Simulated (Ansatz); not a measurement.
## KCl: stiffness from a series of strains

```xyz
2
Lattice="0.0000 3.1561 3.1561 3.1561 0.0000 3.1561 3.1561 3.1561 0.0000" Properties=species:S:1:pos:R:3 pbc="T T T"
K     0.0000    0.0000    0.0000
Cl    3.1561    3.1561    3.1561
```

Atoms are numbered in the order listed.

The cell is a measured one (Crystallography Open Database entry 9003114); the temperature and pressure of the measurement aren't taken into account, and nothing was relaxed.

These are results of Ansatz 0.2.0, DFT, PBE, all-electron LAPW, scalar-relativistic, not measurements.

Numerical set-up: a Γ-centred 7×7×7 k mesh, Fermi–Dirac smearing of 0.03 eV, basis error target 1 meV/atom, no spin polarisation.

The strain is applied along the Cartesian axes of the cell as listed (γ is the engineering shear, twice εxy = εyz = εzx). Fractional coordinates are held (clamped ions).

σ is the change of stress from the unstrained cell, which is at 0.58 GPa; tension is positive, so slopes are stress–strain coefficients at that pressure.

Only quantities that a quadratic follows smoothly over the whole series are listed; rougher ones are left out.

| γ | σxy (GPa) |
| --- | --- |
| -0.0300 | -0.18 |
| -0.0200 | -0.12 |
| 0.0000 | 0.00 |
| 0.0100 | 0.07 |
| 0.0200 | 0.14 |
| 0.0300 | 0.21 |

(1) Fit the series and read off the stiffness at zero strain.

(2) One run, at γ = -0.0100, is withheld. Predict its row.

## Answers

(1) Least-squares fits y = p0 + p1 x + p2 x² to the rows give σxy (GPa): p1 = 6.5, p2 = 15. So C44 (clamped ions) = 7 GPa.

(2) The fits give -0.06; the run gave -0.06.
